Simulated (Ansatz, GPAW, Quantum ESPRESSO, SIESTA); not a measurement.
## P: programs and potentials compared

```
P
1.0
     3.28373    0.00000    0.00000
     0.00000   34.85703    0.00000
     0.00000    0.00000    4.63208
P
4
Direct
  0.50000 0.97026 0.90785
  0.50000 0.02974 0.09215
  0.00000 0.02974 0.40785
  0.00000 0.97026 0.59215
```

This isn't the form of P at room conditions, which is orthorhombic.

The cell holds a layer with vacuum beside it, so values per volume hang on the cell's height.

Alike in all runs: task single point; functional PBEsol; k mesh 8 × 1 × 6; occupations fermi-dirac, width 0.05 eV; no spin polarisation; no spin-orbit coupling.

```
                                                        program and potentials  plane-wave cutoff (eV)                                                 notes  band gap (eV)  largest force (eV/Å)
                                                            Ansatz, Ansatz PAW                     420  potentials made for PBE, which Ansatz adapts in part           0.88                 0.270
                                Ansatz, all-electron LAPW, scalar-relativistic                       -                                                     -           0.89                 0.269
                                             Quantum ESPRESSO, GBRV 1.5 PBEsol                     612                                                     -           0.88                 0.271
                             GPAW, PAW data sets generated for this functional                     600                                                     -           0.88                 0.309
SIESTA, files PseudoDojo sr-pbesol-0.4.1-standard, DZP (energy shift 0.003 Ry)                       -                                          atomic basis           0.98                 0.539
```

Force on atom 4 (P), eV/Å:

| program and potentials | x | y | z |
| --- | --- | --- | --- |
| Ansatz, Ansatz PAW | 0.000 | -0.060 | -0.263 |
| Ansatz, all-electron LAPW, scalar-relativistic | 0.000 | -0.057 | -0.263 |
| Quantum ESPRESSO, GBRV 1.5 PBEsol | 0.000 | -0.058 | -0.265 |
| GPAW, PAW data sets generated for this functional | 0.000 | -0.088 | -0.296 |
| SIESTA, files PseudoDojo sr-pbesol-0.4.1-standard, DZP (energy shift 0.003 Ry) | 0.000 | -0.247 | -0.479 |

The band gap spans 0.88 (GPAW, PAW data sets generated for this functional) to 0.98 eV (SIESTA, files PseudoDojo sr-pbesol-0.4.1-standard, DZP (energy shift 0.003 Ry)), with all-electron results at 0.89. Rows in atomic bases carry the error of their basis and grid, which can be large.

The functional is the same throughout but for its coding, so the spread measures potentials, basis and numerics; runs on potential files found faulty are left out.
